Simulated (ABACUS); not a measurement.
# MgO (Fm-3m) in ABACUS: notebook

One crystal, MgO, is run at these levels: SCAN, LDA; tasks: single point.

Everything below comes from runs of ABACUS 3.10.1. Logs are shortened: lines on timing, memory, paths and dates and some standing lists are left out, and cuts for length are marked.

**The experiment to reproduce.**

“Electronic structure of alkaline earth and post-transition metal oxides”, 2009, arxiv:0908.1581 quotes, for a bulk crystal of MgO: band gap 7.83 eV.

How close the calculation comes is told below.

### 1 The crystal as given

Symmetry: Fm-3m, No. 225, cubic system. The conventional cell has a = 4.194 Å, b = 4.194 Å, c = 4.194 Å, α = 90.00°, β = 90.00°, γ = 90.00°. Mg (site symmetry m-3m) has 6 O at 2.10 Å as nearest neighbours. O (site symmetry m-3m) has 6 Mg at 2.10 Å as nearest neighbours.

The cell is a database's computed one.

### 2 Single point, SCAN

Contents of INPUT:

```
INPUT_PARAMETERS
suffix              MgO
calculation         scf
basis_type          lcao
pseudo_dir          ./
orbital_dir         ./
symmetry            1
dft_functional      scan
ecutwfc             100
pseudo_rcut         10
nspin               1
nbands              18
ks_solver           genelpa
smearing_method     fd
smearing_sigma      0.00367493
scf_thr             1e-07
scf_nmax            100
mixing_type         broyden
mixing_beta         0.7
cal_force           1
cal_stress          1
mixing_tau          1
out_mul             1
out_chg             1
```

Contents of STRU:

```
ATOMIC_SPECIES
Mg 24.3050 Mg_ONCV_PBE-1.2.upf
O 15.9990 O_ONCV_PBE-1.2.upf

NUMERICAL_ORBITAL
Mg_confined-atom_8au_3s2p1d.orb
O_confined-atom_6au_2s2p1d.orb

LATTICE_CONSTANT
5.6041865537

LATTICE_VECTORS
0.0000000000 0.7071067812 0.7071067812
0.7071067812 0.0000000000 0.7071067812
0.7071067812 0.7071067812 0.0000000000

ATOMIC_POSITIONS
Cartesian

Mg
0.0
1
0.0000000000 0.0000000000 0.0000000000 1 1 1

O
0.0
1
0.7071067812 0.7071067812 0.7071067812 1 1 1
```

Contents of KPT:

```
K_POINTS
0
Gamma
8 8 8 0 0 0
```

Potentials or basis: SG15 ONCV 1.2 PBE, DZP LCAO (the cutoffs set its grid).

Run with:

```console
$ OMP_NUM_THREADS=1 mpirun -np 4 abacus > log
```

running log:

```text
ABACUS v3.10.1

               Atomic-orbital Based Ab-initio Computation at UStc

 ------------------------------------------------------------------------------------

 READING GENERAL INFORMATION
                           global_out_dir = OUT.MgO/
                           global_in_card = INPUT
                               pseudo_dir = ./
                              orbital_dir = ./
                                    DSIZE = 4
                                    GSIZE = 1

 READING UNITCELL INFORMATION
                                    ntype = 2
                  lattice constant (Bohr) = 5.60419
              lattice constant (Angstrom) = 2.96561

 READING ATOM TYPE 1
                               atom label = Mg
                      L=0, number of zeta = 3
                      L=1, number of zeta = 2
                      L=2, number of zeta = 1
             number of atom for this type = 1

 READING ATOM TYPE 2
                               atom label = O
                      L=0, number of zeta = 2
                      L=1, number of zeta = 2
                      L=2, number of zeta = 1
             number of atom for this type = 1

                        TOTAL ATOM NUMBER = 2
CARTESIAN COORDINATES ( UNIT =       5.604186553700 Bohr ).
    atom                   x                   y                   z     mag                  vx                  vy                  vz
tauc_Mg1            0.0000000000        0.0000000000        0.0000000000  0.0000        0.0000000000        0.0000000000        0.0000000000
tauc_O1            0.7071067812        0.7071067812        0.7071067812  0.0000        0.0000000000        0.0000000000        0.0000000000

                          Volume (Bohr^3) = 124.458
                             Volume (A^3) = 18.4427

 Lattice vectors: (Cartesian coordinate: in unit of a_0)
                   +0           +0.707107           +0.707107
            +0.707107                  +0           +0.707107
            +0.707107           +0.707107                  +0
 Reciprocal vectors: (Cartesian coordinate: in unit of 2 pi/a_0)
            -0.707107           +0.707107           +0.707107
            +0.707107           -0.707107           +0.707107
            +0.707107           +0.707107           -0.707107
 The esolver type has been set to : ksdft_lcao

                PAO radial cut off (Bohr) = 10

 Read in pseudopotential file is Mg_ONCV_PBE-1.2.upf
                     pseudopotential type = NC
          exchange-correlation functional = PBE
                 nonlocal core correction = 0
                        valence electrons = 10
                                     lmax = 1
                           number of zeta = 0
                     number of projectors = 4
                           L of projector = 0
                           L of projector = 0
                           L of projector = 1
                           L of projector = 1
 XC functional updated to : scan
          exchange-correlation functional = SCAN
                PAO radial cut off (Bohr) = 10

 Read in pseudopotential file is O_ONCV_PBE-1.2.upf
                     pseudopotential type = NC
          exchange-correlation functional = PBE
                 nonlocal core correction = 0
                        valence electrons = 6
                                     lmax = 1
                           number of zeta = 0
                     number of projectors = 4
                           L of projector = 0
                           L of projector = 0
                           L of projector = 1
                           L of projector = 1
 XC functional updated to : scan
          exchange-correlation functional = SCAN
     initial pseudo atomic orbital number = 0

 SETUP THE ELECTRONS NUMBER
            electron number of element Mg = 10
      total electron number of element Mg = 10
             electron number of element O = 6
       total electron number of element O = 6
            AUTOSET number of electrons:  = 16
                           occupied bands = 8
                                   NLOCAL = 27
                                   NBANDS = 18
                                   NBANDS = 18
                                   NLOCAL = 27

%%%%%%%%%%%%%%%%%%%%%%%%%%%%%%%%%%%%%%%%%%%%%%%%%%%%%%%%%%%%%%%%%%%%%%%%%%%%%%%%%%%%%%%%%%%%%%%%%%%%%%%%%%
 Warning: the number of valence electrons in pseudopotential > 2 for Mg: [Ne] 3s2
 Pseudopotentials with additional electrons can yield (more) accurate outcomes, but may be less efficient.
 If you're confident that your chosen pseudopotential is appropriate, you can safely ignore this warning.
%%%%%%%%%%%%%%%%%%%%%%%%%%%%%%%%%%%%%%%%%%%%%%%%%%%%%%%%%%%%%%%%%%%%%%%%%%%%%%%%%%%%%%%%%%%%%%%%%%%%%%%%%%

 SETUP THE PLANE WAVE BASIS
[... 67 lines left out ...]
                                    ibrav = 2
                       right hand lattice = 1
(for k-lattice: )
                             BRAVAIS TYPE = 2
                     BRAVAIS LATTICE NAME = 02. Cubic I (body-centered)
                                    ibrav = 2
                       right hand lattice = 1
                        ROTATION MATRICES = 48
                               nkstot_ibz = 29
K-POINTS REDUCTION ACCORDING TO SYMMETRY
     IBZ    DIRECT_X    DIRECT_Y    DIRECT_Z  WEIGHT  ibz2bz
       1  0.00000000  0.00000000  0.00000000  0.0020       0
       2  0.12500000  0.12500000  0.12500000  0.0156       1
       3  0.25000000  0.25000000  0.25000000  0.0156       2
       4  0.37500000  0.37500000  0.37500000  0.0156       3
       5  0.50000000  0.50000000  0.50000000  0.0078       4
       6  0.12500000  0.12500000  0.00000000  0.0117       9
[... 21 lines left out ...]
      28 -0.12500000  0.50000000  0.37500000  0.0234     101
      29  0.50000000  0.25000000 -0.25000000  0.0117     166

                               nkstot now = 29
[... K-POINTS DIRECT COORDINATES: 29 rows ...]

           k-point number in this process = 29
       minimum distributed K point number = 29
[... stars of the k points ...]

[... K-POINTS CARTESIAN COORDINATES: 29 rows ...]

[... K-POINTS DIRECT COORDINATES: 29 rows ...]

 SETUP PLANE WAVES FOR WAVE FUNCTIONS
     energy cutoff for wavefunc (unit:Ry) = 100
              fft grid for wave functions = [ 36, 36, 36 ]
                    number of plane waves = 2837
                         number of sticks = 265

 PARALLEL PW FOR WAVE FUNCTIONS
     PROC   COLUMNS(POT)             PW
        1             67            709
        2             67            709
        3             67            709
        4             64            710
 --------------- sum -------------------
        4            265           2837

 SET NONLOCAL PSEUDOPOTENTIAL PROJECTORS
 SET NONLOCAL PSEUDOPOTENTIAL PROJECTORS
 max number of nonlocal projetors among all species is 4

 -------------------------------------------
 SELF-CONSISTENT
 -------------------------------------------

 SETUP SEARCHING RADIUS FOR PROGRAM TO SEARCH ADJACENT ATOMS
                  longest orb rcut (Bohr) = 8
   longest nonlocal projector rcut (Bohr) = 2.54
                     search radius (Bohr) = 21.1
              searching radius is (Bohr)) = 21.1
         searching radius unit is (Bohr)) = 5.6
                         PeriodicBoundary = 1
                        Radius(unit:lat0) = 3.76
                                   glayer = [ 6, 6, 6 ]
                             glayer_minus = [ 5, 5, 5 ]

Find the coordinate range of the input atom(unit:lat0).
                                  min_tau = [ -7.07, -7.07, -7.07 ]
                                  max_tau = [ 7.78, 7.78, 7.78 ]
                                BoxNumber = [ 11, 11, 11 ]

 SETUP EXTENDED REAL SPACE GRID FOR GRID INTEGRATION
                          real space grid = [ 36, 36, 36 ]
                 big cell numbers in grid = [ 12, 12, 12 ]
             meshcell numbers in big cell = [ 3, 3, 3 ]
                        extended fft grid = [ 21, 21, 21 ]
                dimension of extened grid = [ 55, 55, 55 ]
                            UnitCellTotal = 125
              Atom number in sub-FFT-grid = 2
    Local orbitals number in sub-FFT-grid = 27
                                ParaV.nnr = 29008
                                 init_chg = atomic

 LCAO ALGORITHM --------------- ION=   1  ELEC=   1--------------------------------

 Density error is 0.108957483394
----------------------------------------------------------
     Energy           Rydberg                 eV
----------------------------------------------------------
 E_KohnSham     -140.8337459914      -1916.1414161684
 E_Harris       -140.2109162496      -1907.6673827951
 E_Fermi        0.7373121536         10.0316464936
----------------------------------------------------------
[... 91 lines left out ...]
 Density error is 1.18151037547e-08
----------------------------------------------------------
     Energy           Rydberg                 eV
----------------------------------------------------------
 E_KohnSham     -140.9415465754      -1917.6081183579
 E_KS(sigma->0) -140.9415465754      -1917.6081183579
 E_Harris       -140.9415467470      -1917.6081206925
 E_band         -22.0629963358       -300.1824651206
 E_one_elec     -55.8889235557       -760.4078154437
 E_Hartree      31.5042300817        428.6370402135
 E_xc           -21.3820874133       -290.9182239549
 E_Ewald        -95.1747656881       -1294.9191191727
 E_entropy(-TS) 0.0000000000         0.0000000000
 E_descf        0.0000000000         0.0000000000
 E_exx          0.0000000000         0.0000000000
 E_Fermi        0.8422265205         11.4590796849
----------------------------------------------------------

 charge density convergence is achieved
 final etot is -1917.6081184 eV
 EFERMI = 11.459079685 eV

 STATE ENERGY(eV) AND OCCUPATIONS    NSPIN == 1
 1/29 kpoint (Cartesian) = 0.0000 0.0000 0.0000 (520 pws)
       1       -66.5643     0.00390625
       2       -31.5920     0.00390625
       3       -31.5920     0.00390625
       4       -31.5920     0.00390625
       5       -9.84478     0.00390625
       6        8.69563     0.00390625
[... 98 lines left out ...]
       5       -9.62590      0.0234375
       6        7.65476      0.0234375
[... 10 lines left out ...]
      17        40.0833        0.00000
      18        58.0283        0.00000

[... levels at 23 further k points ...]

 correction force for each atom along direction 1 is 6.18555e-15
 correction force for each atom along direction 2 is 5.55652e-14
 correction force for each atom along direction 3 is -7.60988e-15
------------------------------------------------------------------------------------------
 TOTAL-FORCE (eV/Angstrom)
------------------------------------------------------------------------------------------
                       Mg1         0.0000000000         0.0000000000         0.0000000000
                        O1         0.0000000000         0.0000000000         0.0000000000
------------------------------------------------------------------------------------------

----------------------------------------------------------------
 TOTAL-STRESS (KBAR)
----------------------------------------------------------------
        24.1636544898         0.0000000000         0.0000000000
        -0.0000000000        24.1636544898         0.0000000000
         0.0000000000         0.0000000000        24.1636544898
----------------------------------------------------------------
 TOTAL-PRESSURE: 24.163654 KBAR

 --------------------------------------------
 !FINAL_ETOT_IS -1917.6081183578930904 eV
 --------------------------------------------
```

Wall time 22 s (4 MPI ranks of AMD EPYC 7R13 (Zen 3), shared host); peak memory 0.36 GiB.

Results:

| Item | Value |
| --- | --- |
| Free energy | -1917.6081 eV |
| Pressure | 2.4 GPa |
| Band gap on the k mesh | 5.64 eV, direct |
| Mulliken charges | Mg +1.33; O -1.33 e |

Caveat: the atomic orbitals were generated for these runs and aren't a published set; Mulliken charges move with the basis; the potentials were made for another functional, which shifts forces and pressure; the basis of atomic orbitals isn't converged, which shifts pressures, moduli and gaps.

### 3 Single point, LDA

Contents of run_abacus.py:

```python
"""ABACUS run from a structure file: ASE reads it, the script writes STRU, KPT and INPUT."""
import re
import subprocess
from ase.io import read
from ase.units import Bohr

atoms = read("MgO.xyz")
atoms = atoms[(-atoms.numbers).argsort(kind="stable")]  # ABACUS lists atoms element by element
pseudo = {'Mg': 'Mg.upf', 'O': 'O.upf'}
orbital = {}
magmoms = None
kmesh = [9, 9, 9]
params = {
    'suffix': 'MgO',
    'calculation': 'scf',
    'basis_type': 'pw',
    'pseudo_dir': './',
    'symmetry': 1,
    'dft_functional': 'pz',
    'ecutwfc': 84,
    'pseudo_rcut': 10,
    'nspin': 1,
    'nbands': 18,
    'ks_solver': 'dav',
    'smearing_method': 'fd',
    'smearing_sigma': 0.00367493,
    'scf_thr': 1e-08,
    'scf_nmax': 100,
    'mixing_type': 'broyden',
    'mixing_beta': 0.7,
    'cal_force': 1,
    'cal_stress': 1,
    'out_chg': 1,
    'kpar': 4,
}

symbols = atoms.get_chemical_symbols()
elements = list(dict.fromkeys(symbols))
lines = ["ATOMIC_SPECIES"] + [f"{e} {atoms.get_masses()[symbols.index(e)]:.4f} {pseudo[e]}" for e in elements]
if orbital:
    lines += ["", "NUMERICAL_ORBITAL"] + [orbital[e] for e in elements]
lines += ["", "LATTICE_CONSTANT", f"{1 / Bohr:.10f}", "", "LATTICE_VECTORS"]
lines += [" ".join(f"{x:.10f}" for x in v) for v in atoms.cell]
lines += ["", "ATOMIC_POSITIONS", "Direct"]
for e in elements:
    lines += ["", e, "0.0", str(symbols.count(e))]
    for i, p in enumerate(atoms.get_scaled_positions(wrap=False)):
        if symbols[i] == e:
            mag = "" if magmoms is None else " mag " + " ".join(str(x) for x in (magmoms[i] if isinstance(magmoms[i], list) else [magmoms[i]]))
            lines.append(" ".join(f"{x:.10f}" for x in p) + " 1 1 1" + mag)
open("STRU", "w").write("\n".join(lines) + "\n")
open("KPT", "w").write("K_POINTS\n0\nGamma\n%d %d %d 0 0 0\n" % tuple(kmesh))
open("INPUT", "w").write("INPUT_PARAMETERS\n" + "".join(f"{k:<20s}{v}\n" for k, v in params.items()))

done = subprocess.run(['mpirun', '-np', '4', 'abacus'])
if done.returncode:
    raise SystemExit(done.returncode)
log = open("OUT.MgO/running_scf.log").read()
print("final energy (eV):", re.findall(r"FINAL_ETOT_IS (\S+)", log))
```

Contents of MgO.xyz:

```xyz
2
Lattice="0.0000000000 2.0970013927 2.0970013927 2.0970013927 0.0000000000 2.0970013927 2.0970013927 2.0970013927 0.0000000000" Properties=species:S:1:pos:R:3 pbc="T T T"
Mg     0.0000000000      0.0000000000      0.0000000000
O      2.0970013927      2.0970013927      2.0970013927
```

Potentials or basis: PseudoDojo NC SR 0.4.1 LDA standard, plane waves.

Run with:

```console
$ OMP_NUM_THREADS=1 python run_abacus.py > log
```

Run time: 5.5 s. Hardware: 4 MPI ranks of Intel Xeon 6975P-C (Granite Rapids), shared host; peak memory 0.32 GiB.

It converged, with:

- Free energy: -2065.6899 eV
- Pressure: -3.9 GPa
- Band gap on the k mesh: 4.81 eV, direct

Levels at points of the mesh, in eV from the valence-band top:
```
           k point  band 5  band 6  band 7  band 8  band 9  band 10  band 11  band 12
(0.00, 0.00, 0.00)  -17.00    0.00    0.00    0.00    4.81    15.76    15.76    15.76
```

### 4 How close it comes

Step 2. Against the measured gap of MgO, 7.83 eV (quoted in “Electronic structure of alkaline earth and post-transition metal oxides”, 2009, arxiv:0908.1581), the calculated 5.64 eV is off by -2.19 eV. The value is that of SCAN in an atomic basis (SG15 ONCV 1.2 PBE, DZP LCAO (the cutoffs set its grid)), whose error adds to the functional's,, without temperature or zero-point motion. The cell is a database's relaxed one, not the measured one, which moves gaps too.

Step 3. Against the measured gap of MgO, 7.83 eV (quoted in “Electronic structure of alkaline earth and post-transition metal oxides”, 2009, arxiv:0908.1581), the calculated 4.81 eV is off by -3.02 eV. The value is that of LDA, without temperature or zero-point motion. Semilocal functionals fall short of measured gaps as a rule. The cell is a database's relaxed one, not the measured one, which moves gaps too.
